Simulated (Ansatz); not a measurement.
# ZrS2, one cell by several methods

```
Zr S
1.0
     3.63000    0.00000    0.00000
    -1.81500    3.14367    0.00000
     0.00000    0.00000    5.85000
Zr S
1 2
Direct
  0.00000 0.00000 0.00000
  0.33333 0.66667 0.24920
  0.66667 0.33333 0.75080
```

Atoms are numbered in the order listed.

The cell is COD entry 5910006, as deposited and not checked against the literature; nothing was relaxed.

All numbers are computed: DFT, PBEsol, PAW with Ansatz's default frozen-core files, scalar-relativistic (Ansatz 0.2.0); DFT, PBEsol, all-electron LAPW, scalar-relativistic (Ansatz 0.2.0).

For PAW: a Γ-centred 10×10×5 k mesh, Fermi–Dirac smearing of 0.01 eV, cutoff 420 eV, no spin polarisation; the PAW files were made with PBE, and the program remakes their frozen cores for this functional. LAPW targets a basis error of 1 meV/atom. The Ansatz runs share mesh, smearing and spin set-up. Plane-wave (PAW) pressures include the program's estimate of the Pulay term.

Stress and pressure are positive in compression.

Levels count from the top of the valence band.

PAW results:

```json
{"quantity": "pressure (GPa)", "PAW": "-0.38"}
{"quantity": "force on S2, z (eV/Å)", "PAW": "-0.075"}
{"quantity": "band gap (eV)", "PAW": "0.721"}
{"quantity": "highest filled level at A (eV)", "PAW": "-0.266"}
{"quantity": "lowest empty level at A (eV)", "PAW": "1.444"}
{"quantity": "highest filled level at Γ (eV)", "PAW": "-0.014"}
{"quantity": "lowest empty level at Γ (eV)", "PAW": "1.485"}
```

Problem. What does all-electron LAPW give for the same quantities?

Solution. 
```tsv
quantity	LAPW
pressure (GPa)	-0.36
force on S2, z (eV/Å)	-0.073
band gap (eV)	0.722
highest filled level at A (eV)	-0.266
lowest empty level at A (eV)	1.446
highest filled level at Γ (eV)	-0.014
lowest empty level at Γ (eV)	1.487
```
